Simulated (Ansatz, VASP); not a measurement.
Given: the input of a run of Ansatz 0.2.0 on MoS2. Measurements of this composition are mostly on another form, of space group No. 194.

Contents of input.yaml:

```yaml
crystal:
  lattice:
    - [0.0, 2.99595142, 2.99595142]
    - [2.99595142, 0.0, 2.99595142]
    - [2.99595142, 2.99595142, 0.0]
  atoms:
    - { symbol: Mo, position: [0.0, 0.0, 0.0] }
    - { symbol: S, position: [0.25, 0.25, 0.25] }
    - { symbol: S, position: [0.75, 0.75, 0.75] }
hamiltonian:
  xc: pbe
  pseudopotentials: { kind: paw }
  hubbard: { sites: [{ species: Mo, l: d, u_eff: 5.0 }] }
kpoints:
  mp_grid: { grid: [6, 6, 6] }
scf:
  occupations: { method: gaussian, width: 0.05 }
output:
  forces: true
  stress: true
  eigenvalues: true
  write_density: true
  write_potential: true
  elf: true
  volumetric_format: npy
```

Potentials or basis: Ansatz PAW.

Run with:

```bash
$ ansatz run input.yaml --threads 2 --pin off --max-ram 5632MiB --backend cpu --events-out ev --progress --plain --runs-dir out
```

Set up the same calculation for VASP 6.6.1. Potentials or basis there: PBE PAW files Mo_sv, S, 520 eV.

As run (cutoffs and basis follow the program's own potentials, and thresholds, step limits or extra output files can differ):

The input INCAR:

```
SYSTEM = MoS2
PREC = Accurate ; ENCUT = 520
EDIFF = 1E-7 ; ISMEAR = 0
SIGMA = 0.05 ; LREAL = .False.
LASPH = .True. ; NELM = 100
ALGO = Fast ; ISIF = 2
LWAVE = .False. ; LCHARG = .False.
LMAXMIX = 4 ; LDAU = .True.
LDAUTYPE = 2 ; LDAUL = 2 -1
LDAUU = 5 0 ; LDAUJ = 0 0
LDAUPRINT = 1 ; GGA = PE
```

File KPOINTS:

```
Automatic mesh
0
Gamma
  6 6 6
  0 0 0
```

Contents of POSCAR:

```
MoS2
1.0
    0.0000000000      2.9959514200      2.9959514200
    2.9959514200      0.0000000000      2.9959514200
    2.9959514200      2.9959514200      0.0000000000
Mo S
1 2
Direct
    0.0000000000      0.0000000000      0.0000000000
    0.2500000000      0.2500000000      0.2500000000
    0.7500000000      0.7500000000      0.7500000000
```

Potentials or basis: VASP PAW PBE potentials, release 64 (Mo_sv, S).

Command:

```bash
$ cat potpaw_PBE.64/Mo_sv/POTCAR potpaw_PBE.64/S/POTCAR > POTCAR
$ mpirun -np 1 vasp_std > vasp.out
```

Both were run:

|  | Ansatz | VASP |
| --- | --- | --- |
| Pressure | -5.4 GPa | -3.6 GPa |

Ansatz's pressure holds a Pulay term of +0.02 GPa for its cutoff of 420 eV, which the other run lacks.

Where Ansatz's input types no cutoff or centring, it takes its own default and a Γ-centred mesh.

The two runs disagree by more than potentials and bases usually give (in gap, levels, pressure or energy); the cause wasn't traced.

How U acts hangs on each program's projectors.

Pressure is positive in compression.
